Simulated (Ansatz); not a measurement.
Input and command of a calculation in Ansatz (plane waves; scalar-relativistic PAW potentials unless the input names others):

```yaml
crystal:
  lattice:
    - [-3.459965728, 3.459965728, 1.9856946822]
    - [3.459965728, -3.459965728, 1.9856946822]
    - [3.459965728, 3.459965728, -1.9856946822]
  atoms:
    - { symbol: Si, position: [0.1779062469, 0.1779062469, 0.3558124938] }
    - { symbol: Si, position: [0.8220937531, 0.8220937531, 0.6441875062] }
    - { symbol: Si, position: [0.1779062469, 0.8220937531, 0.0] }
    - { symbol: Si, position: [0.8220937531, 0.1779062469, 0.0] }
basis:
  ecutwfc: 420
kpoints:
  mp_grid: { grid: [10, 10, 10] }
hamiltonian:
  xc: pbe96
scf:
  occupations: { method: gaussian, width: 0.01 }
  max_iter: 100
output:
  forces: true
  eigenvalues: true
  stress: true
```

```bash
ansatz run input.yaml --threads 1 --pin off --max-ram 2560MiB --backend cpu --events-out ev --progress --plain --runs-dir out
```

Problem. What will the program do with this input?

Solution. The program refuses it, because of an unknown functional (hamiltonian.xc: "pbe" → "pbe96"). With the sound run's settings it is accepted.

Abridged log:
```
Error: YAML parse error: error: line 16 column 7: hamiltonian.xc: unknown variant `pbe96`, expected one of `lda`, `lda-pw`, `pw92`, `pbe`, `pbesol`, `rpbe`, `revpbe`, `blyp`, `pbe0`, `revpbe0`, `b3lyp`, `b3lyp5`, `hse06`, `wpbeh`, `hiss`, `lc_wpbe`, `cam_b3lyp`, `hf`, `r2scan`, `r2scanh`, `r2scan0`, `r2scan50`, `mr2scan`
  --> <input>:16:7
   |
14 |   mp_grid: { grid: [10, 10, 10] }
15 | hamiltonian:
16 |   xc: pbe96
   |       ^ hamiltonian.xc: unknown variant `pbe96`, expected one of `lda`, `lda-pw`, `pw92`, `pbe`, `pbesol`, `rpbe`, `revpbe`, `blyp`, `pbe0`, `revpbe0`, `b3lyp`, `b3lyp5`, `hse06`, `wpbeh`, `hiss`, `lc_wpbe`, `cam_b3lyp`, `hf`, `r2scan`, `r2scanh`, `r2scan0`, `r2scan50`, `mr2scan`
17 | scf:
18 |   occupations: { method: gaussian, width: 0.01 }
   |
```